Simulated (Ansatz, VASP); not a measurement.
# InAs: VASP beside Ansatz, part 2 of 2

One calculation is typed for both programs; each brings its own data sets. How far apart do they land? The cell is taken from a series of runs on this material, whose earlier steps may have relaxed, scaled, displaced or heated it; both programs get it as it stands.

VASP 6.6.1 and Ansatz 0.2.0.

So far: The structure; Ansatz: zone-centre phonons, LDA.

## (3) VASP: zone-centre phonons, LDA

Level of this step: LDA; plane waves and PAW (As, In_d) (VASP).

The same cell, functional (in two slightly different forms), mesh and smearing now go to VASP, with its own data sets.

Lines of VASP's logs that name or quote its potential files are left out, and so is its time.

INCAR

```
SYSTEM = InAs
PREC = Accurate
ENCUT = 500
EDIFF = 1E-08
NELM = 120
ISMEAR = 1
SIGMA = 0.2
LREAL = .FALSE.
ALGO = Normal
GGA = CA
NBANDS = 15
LORBIT = 11
LWAVE = .FALSE.
LCHARG = .FALSE.
ISIF = 2
IBRION = 8
LASPH = .TRUE.
GGA_COMPAT = .FALSE.
KPAR = 2
```

POSCAR

```
InAs
1.0
   -0.0621638312      2.9545590245      3.0773501885
    2.9545590245     -0.0621638312      3.0773501885
    2.8923951933      2.8923951933      0.0000000000
As In
1 1
Direct
    0.7463992098      0.7463992098      0.7536007902
    0.0036007902      0.0036007902      0.9963992098
```

KPOINTS

```
Automatic mesh
0
Gamma
12 12 12
0 0 0
```

The projector-augmented-wave data sets are As and In_d (LDA family, release 64).

Command:

```
mpirun -np 2 vasp_std
```

Numbers of over 12 decimals in the logs are rounded to 6 here.

What it wrote:

```text
[banner, memory and clock lines left out]
running    2 mpi-ranks, on    1 nodes
 distrk:  each k-point on    1 cores,    2 groups
 distr:  one band on    1 cores,    1 groups

 POSCAR found type information on POSCAR AsIn
 POSCAR found :  2 types and       2 ions
 LDA part: xc-table for (Slater(with rela. corr.)+CA(PZ))
 , standard interpolation
 POSCAR, INCAR and KPOINTS ok, starting setup
 FFT: planning ... GRIDC
 FFT: planning ... GRID_SOFT
 FFT: planning ... GRID
 WAVECAR not read
 entering main loop
       N       E                     dE             d eps       ncg     rms          rms(c)
DAV:   1     0.112200406980E+03    0.11220E+03   -0.82258E+03  8449   0.127E+03
DAV:   2    -0.148608764959E+01   -0.11369E+03   -0.10941E+03  9100   0.304E+02
DAV:   3    -0.912824655124E+01   -0.76422E+01   -0.76018E+01 10836   0.799E+01
DAV:   4    -0.932455683502E+01   -0.19631E+00   -0.19625E+00 10229   0.142E+01
DAV:   5    -0.933345433919E+01   -0.88975E-02   -0.88973E-02 12775   0.261E+00    0.490E+00
DAV:   6    -0.905093677523E+01    0.28252E+00   -0.39048E-01 13379   0.115E+01    0.271E+00
DAV:   7    -0.900972641463E+01    0.41210E-01   -0.11849E-01 11819   0.329E+00    0.688E-01
DAV:   8    -0.900636443078E+01    0.33620E-02   -0.12733E-02 11093   0.138E+00    0.244E-01
DAV:   9    -0.900623075718E+01    0.13367E-03   -0.82496E-04 10825   0.255E-01    0.152E-01
DAV:  10    -0.900624967189E+01   -0.18915E-04   -0.12676E-04 12943   0.199E-01    0.729E-02
DAV:  11    -0.900625260144E+01   -0.29296E-05   -0.39147E-05 13003   0.123E-01    0.458E-02
DAV:  12    -0.900625008546E+01    0.25160E-05   -0.55524E-06 12592   0.321E-02    0.665E-03
DAV:  13    -0.900625014245E+01   -0.56990E-07   -0.75799E-07 10626   0.528E-03    0.104E-03
DAV:  14    -0.900625013864E+01    0.38040E-08   -0.27698E-08 10776   0.175E-03
   1 F= -.90062501E+01 E0= -.90063014E+01  d E =0.153761E-03
 Linear response reoptimize wavefunctions to high precision
DAV:   1    -0.900625013848E+01    0.16416E-09   -0.56079E-09  9966   0.138E-03
DAV:   2    -0.900625013856E+01   -0.83219E-10   -0.88733E-10  6048   0.217E-04
 Linear response DOF=           4
 Linear response progress:
  Degree of freedom:   1/  4
       N       E                     dE             d eps       ncg     rms          rms(c)
RMM:   1    -0.474579642191E-01   -0.47458E-01    0.63521E-02 55186   0.158E+00
RMM:   2    -0.452337415496E-01    0.22242E-02    0.15638E-03 40845   0.594E-01    0.110E-01
RMM:   3    -0.459253593805E-01   -0.69162E-03   -0.20025E-03 47953   0.251E-01    0.472E-02
RMM:   4    -0.460899446818E-01   -0.16459E-03   -0.15410E-04 48854   0.834E-02    0.109E-02
RMM:   5    -0.461217333881E-01   -0.31789E-04   -0.18246E-05 50783   0.315E-02    0.479E-03
RMM:   6    -0.461064872818E-01    0.15246E-04   -0.18119E-06 49548   0.833E-03    0.157E-03
RMM:   7    -0.461049265814E-01    0.15607E-05   -0.23689E-07 54543   0.277E-03    0.112E-03
RMM:   8    -0.461051573485E-01   -0.23077E-06   -0.87875E-08 51252   0.112E-03    0.662E-04
RMM:   9    -0.461056941450E-01   -0.53680E-06   -0.21914E-08 49258   0.420E-04    0.905E-05
RMM:  10    -0.461058013814E-01   -0.10724E-06    0.13662E-08 54130   0.171E-04    0.887E-05
RMM:  11    -0.461057907752E-01    0.10606E-07   -0.67381E-08 55838   0.722E-05    0.319E-05
RMM:  12    -0.461058018935E-01   -0.11118E-07    0.97114E-09 52880   0.333E-05    0.476E-06
RMM:  13    -0.461057978869E-01    0.40067E-08   -0.30285E-08 54428   0.196E-05    0.207E-06
 first order change of Fermi-energy   0.23593E-03
 force on displaced ion       1 direction 1 :  -7.993  -0.083   0.000
 Linear response progress:
  Degree of freedom:   2/  4
       N       E                     dE             d eps       ncg     rms          rms(c)
RMM:   1    -0.478978381363E-01   -0.47898E-01    0.63620E-02 17345   0.164E+00
RMM:   2    -0.453825001174E-01    0.25153E-02    0.15214E-03 13267   0.602E-01    0.116E-01
RMM:   3    -0.461149235782E-01   -0.73242E-03   -0.20970E-03 15351   0.258E-01    0.496E-02
RMM:   4    -0.462933734876E-01   -0.17845E-03   -0.16892E-04 15647   0.873E-02    0.110E-02
RMM:   5    -0.463218381449E-01   -0.28465E-04   -0.19692E-05 16360   0.327E-02    0.533E-03
RMM:   6    -0.463041228814E-01    0.17715E-04   -0.22946E-06 15829   0.880E-03    0.172E-03
RMM:   7    -0.463034836359E-01    0.63925E-06   -0.21780E-07 17103   0.293E-03    0.127E-03
RMM:   8    -0.463037439574E-01   -0.26032E-06   -0.65376E-08 16253   0.123E-03    0.829E-04
RMM:   9    -0.463043103191E-01   -0.56636E-06    0.35258E-09 16076   0.443E-04    0.101E-04
RMM:  10    -0.463043550094E-01   -0.44690E-07   -0.16957E-08 16851   0.186E-04    0.834E-05
RMM:  11    -0.463043554555E-01   -0.44611E-09   -0.84764E-08 17895   0.809E-05    0.171E-05
 first order change of Fermi-energy  -0.23655E+01
 force on displaced ion       1 direction 3 :   0.000   0.000  -8.385
 Linear response progress:
  Degree of freedom:   3/  4
       N       E                     dE             d eps       ncg     rms          rms(c)
RMM:   1    -0.235079355681E+00   -0.23508E+00   -0.78459E-02 35142   0.500E+00
RMM:   2    -0.237626689756E+00   -0.25473E-02   -0.14110E-02 44350   0.107E+00    0.793E-02
RMM:   3    -0.237614979010E+00    0.11711E-04   -0.16680E-03 48207   0.333E-01    0.388E-02
RMM:   4    -0.237433198658E+00    0.18178E-03   -0.14543E-04 49088   0.108E-01    0.204E-02
RMM:   5    -0.237392328759E+00    0.40870E-04   -0.26853E-05 51687   0.404E-02    0.785E-03
RMM:   6    -0.237391524206E+00    0.80455E-06   -0.33658E-06 51365   0.136E-02    0.185E-03
RMM:   7    -0.237400961806E+00   -0.94376E-05    0.12001E-07 52130   0.404E-03    0.739E-04
RMM:   8    -0.237400282806E+00    0.67900E-06    0.40912E-07 51929   0.172E-03    0.426E-04
RMM:   9    -0.237399633958E+00    0.64885E-06    0.17379E-07 53669   0.777E-04    0.117E-04
RMM:  10    -0.237399252444E+00    0.38151E-06    0.30759E-07 52743   0.346E-04    0.384E-05
RMM:  11    -0.237399215852E+00    0.36592E-07    0.11464E-07 53762   0.182E-04    0.180E-05
RMM:  12    -0.237399216417E+00   -0.56533E-09    0.51650E-08 56567   0.111E-04    0.168E-05
 first order change of Fermi-energy  -0.40894E-04
 force on displaced ion       2 direction 1 :  -7.985  -0.080  -0.000
 Linear response progress:
  Degree of freedom:   4/  4
       N       E                     dE             d eps       ncg     rms          rms(c)
RMM:   1    -0.235528533433E+00   -0.23553E+00   -0.87038E-02 11347   0.493E+00
RMM:   2    -0.237955682412E+00   -0.24271E-02   -0.13852E-02 14260   0.106E+00    0.812E-02
RMM:   3    -0.237934080849E+00    0.21602E-04   -0.15865E-03 15434   0.327E-01    0.411E-02
RMM:   4    -0.237758991038E+00    0.17509E-03   -0.15246E-04 15808   0.110E-01    0.204E-02
RMM:   5    -0.237728618981E+00    0.30372E-04   -0.27474E-05 16571   0.408E-02    0.781E-03
RMM:   6    -0.237733896472E+00   -0.52775E-05   -0.44707E-06 16530   0.136E-02    0.204E-03
RMM:   7    -0.237743461816E+00   -0.95653E-05   -0.58517E-07 16675   0.412E-03    0.780E-04
RMM:   8    -0.237742463952E+00    0.99786E-06   -0.33641E-07 16609   0.179E-03    0.420E-04
RMM:   9    -0.237741700079E+00    0.76387E-06   -0.23373E-07 16583   0.818E-04    0.100E-04
RMM:  10    -0.237741462907E+00    0.23717E-06    0.12050E-07 17150   0.363E-04    0.327E-05
RMM:  11    -0.237741413081E+00    0.49826E-07    0.28448E-07 17182   0.188E-04    0.151E-05
RMM:  12    -0.237741407011E+00    0.60698E-08    0.14105E-07 17587   0.113E-04    0.159E-05
RMM:  13    -0.237741443881E+00   -0.36870E-07    0.86600E-08 16539   0.761E-05    0.956E-06
RMM:  14    -0.237741469829E+00   -0.25948E-07    0.51125E-08 16934   0.577E-05    0.340E-05
RMM:  15    -0.237741445838E+00    0.23991E-07    0.15327E-08 16067   0.477E-05    0.104E-05
RMM:  16    -0.237741439488E+00    0.63503E-08    0.35812E-09 16689   0.413E-05    0.659E-06
 first order change of Fermi-energy   0.23666E+01
 force on displaced ion       2 direction 3 :   0.000   0.000  -8.366
 Linear response finished
```

OUTCAR, selected parts (step 3):

```text
ion  position               nearest neighbor table
   1  0.746  0.746  0.754-   2 2.59   2 2.59   2 2.60   2 2.60
   2  0.004  0.004  0.996-   1 2.59   1 2.59   1 2.60   1 2.60

  LATTYP: Found a body centered orthorhombic cell.
 ALAT       =     4.0904645101
 B/A-ratio  =     1.0429843276
 C/A-ratio  =     1.5046458322

 Subroutine GETGRP returns: Found  4 space group operations
 (whereof  4 operations were pure point group operations)

The static configuration has the point symmetry C_2v.

 Found    280 irreducible k-points:

   k-points           NKPTS =    280   k-points in BZ     NKDIM =    280   number of bands    NBANDS=     15

   dimension x,y,z NGX =    32 NGY =   32 NGZ =   30
   dimension x,y,z NGXF=    64 NGYF=   64 NGZF=   60

   ENCUT  =  500.0 eV  36.75 Ry    6.06 a.u.   7.78  7.78  7.46*2*pi/ulx,y,z

   NELECT =      18.0000    total number of electrons

 k-points in reciprocal lattice and weights: Automatic mesh
   0.00000000  0.00000000  0.00000000       0.001
   0.08333333 -0.00000000  0.00000000       0.002
   0.16666667 -0.00000000  0.00000000       0.002
   0.25000000 -0.00000000  0.00000000       0.002
   0.33333333 -0.00000000  0.00000000       0.002
   0.41666667 -0.00000000  0.00000000       0.002
   0.50000000 -0.00000000  0.00000000       0.001
   0.08333333  0.08333333  0.00000000       0.001
   0.16666667  0.08333333  0.00000000       0.002
[...]
0.25000000  0.25000000  0.50000000       0.001
  -0.25000000  0.25000000  0.50000000       0.001

 average (electrostatic) potential at core
       1 -52.8391       2 -95.8558

  Total        0.6104430      0.6104430      0.0641052      0.5574781      0.0000000      0.0000000
  in kB       18.2119215     18.2119215      1.9125118     16.6317672      0.0000000      0.0000000
  external PRESSURE =      12.7787849 kB  Pullay stress =       0.0000000 kB

  energy-cutoff  :      500.00
  volume of cell :       53.70
      direct lattice vectors                 reciprocal lattice vectors
    -0.062163831  2.954559024  3.077350189    -0.165742769  0.165742769  0.162477446
     2.954559024 -0.062163831  3.077350189     0.165742769 -0.165742769  0.162477446
     2.892395193  2.892395193  0.000000000     0.172867111  0.172867111 -0.162477446

 POSITION                                       TOTAL-FORCE (eV/Angst)
 -----------------------------------------------------------------------------------
      4.33859      4.33859      4.59386         0.000000      0.000000     -0.002622
      2.89240      2.89240      0.02216        -0.000000      0.000000      0.002622
 -----------------------------------------------------------------------------------
    total drift:                               -0.000020     -0.000020      0.000267

 Eigenvectors and eigenvalues of the dynamical matrix
 ----------------------------------------------------

   1 f  =    6.720215 THz    42.224354 2PiTHz  224.162230 cm-1    27.792562 meV
             X         Y         Z           dx          dy          dz
      4.338593  4.338593  4.593863    -0.000000   -0.000000    0.778251
      2.892395  2.892395  0.022162     0.000000    0.000000   -0.627953

   2 f  =    6.596202 THz    41.445158 2PiTHz  220.025607 cm-1    27.279686 meV
             X         Y         Z           dx          dy          dz
      4.338593  4.338593  4.593863     0.550194    0.550194    0.000000
      2.892395  2.892395  0.022162    -0.444170   -0.444170    0.000000

   3 f  =    6.529096 THz    41.023522 2PiTHz  217.787212 cm-1    27.002161 meV
             X         Y         Z           dx          dy          dz
      4.338593  4.338593  4.593863    -0.550139    0.550139   -0.000000
      2.892395  2.892395  0.022162     0.444237   -0.444237    0.000000

   4 f/i=    0.001130 THz     0.007098 2PiTHz    0.037682 cm-1     0.004672 meV
             X         Y         Z           dx          dy          dz
      4.338593  4.338593  4.593863    -0.444237    0.444237   -0.000000
      2.892395  2.892395  0.022162    -0.550139    0.550139    0.000000

   5 f/i=    0.001951 THz     0.012258 2PiTHz    0.065077 cm-1     0.008069 meV
             X         Y         Z           dx          dy          dz
      4.338593  4.338593  4.593863    -0.444170   -0.444170    0.000000
      2.892395  2.892395  0.022162    -0.550194   -0.550194    0.000000

   6 f/i=    0.003692 THz     0.023195 2PiTHz    0.123141 cm-1     0.015268 meV
             X         Y         Z           dx          dy          dz
      4.338593  4.338593  4.593863     0.000000    0.000000   -0.627953
      2.892395  2.892395  0.022162    -0.000000    0.000000   -0.778251

 ELASTIC MODULI CONTR FROM IONIC RELAXATION (kBar)
 Direction    XX          YY          ZZ          XY          YZ          ZX
 --------------------------------------------------------------------------------
 XX          -1.3866     -1.3866     -2.8496    -18.8431      0.0000      0.0000
 YY          -1.3866     -1.3866     -2.8496    -18.8431      0.0000      0.0000
 ZZ          -2.8496     -2.8496     -5.8564    -38.7255      0.0000      0.0000
 XY         -18.8431    -18.8431    -38.7255   -256.0746      0.0000      0.0000
 YZ           0.0000      0.0000      0.0000      0.0000   -264.6415    -34.5486
 ZX           0.0000      0.0000      0.0000      0.0000    -34.5486   -253.4595
 --------------------------------------------------------------------------------
```

The gap is under twice the smearing width, so the edge states are partly filled and the run can't tell a small gap from a semimetal. Methfessel-Paxton smearing is not meant for a cell with a gap.

## (4) Comparison

Known differences besides the potentials themselves: the two LDA forms differ slightly; the data sets hold 28 valence electrons in Ansatz (on its PAW soft_1 files) and 18 in VASP; the cutoff is 420 eV in Ansatz and 500 eV in VASP; VASP's log shows a relativistic correction to its local exchange, Ansatz's none. Total energies have different zeros and are not compared.

Compared:

| quantity | Ansatz | VASP | difference |
| --- | --- | --- | --- |
| optical mode 1 (cm⁻¹) | 216.9 | 217.8 | -0.41 % |
| optical mode 2 (cm⁻¹) | 219.2 | 220.0 | -0.36 % |
| optical mode 3 (cm⁻¹) | 223.3 | 224.2 | -0.38 % |

Modes are paired by rising frequency, not by their patterns, so a pair may set unlike modes beside each other; they are those without the splitting of longitudinal modes.

## (5) Summary of results

| Item | Value |
| --- | --- |
| r.m.s. difference of the optical zone-centre modes, each program's sorted by frequency (zone-centre phonons, LDA) | 0.85 cm⁻¹ |

What this shows: The r.m.s. difference of the optical zone-centre modes, each program's sorted by frequency is 0.85 cm⁻¹ (zone-centre phonons, LDA). The data sets hold unlike numbers of valence electrons (28 in Ansatz and 18 in VASP), so part of the differences comes from the potentials. Such differences can come from data sets, numerical settings and the points named under the comparisons, not from the functional's error against experiment.

[Lines on the potential files, build, host, timing and source positions are cut from VASP's logs without a mark.]

[Logs are printed without paths, hosts, clocks, repeated set-up lines and the standing remarks that a program may print on its own settings, such as how far it seeks lower states.]

[Hosts, paths, dates, database ids (printed as entryN), source tags and the programs' standing remarks are cut or masked in the printed files.]
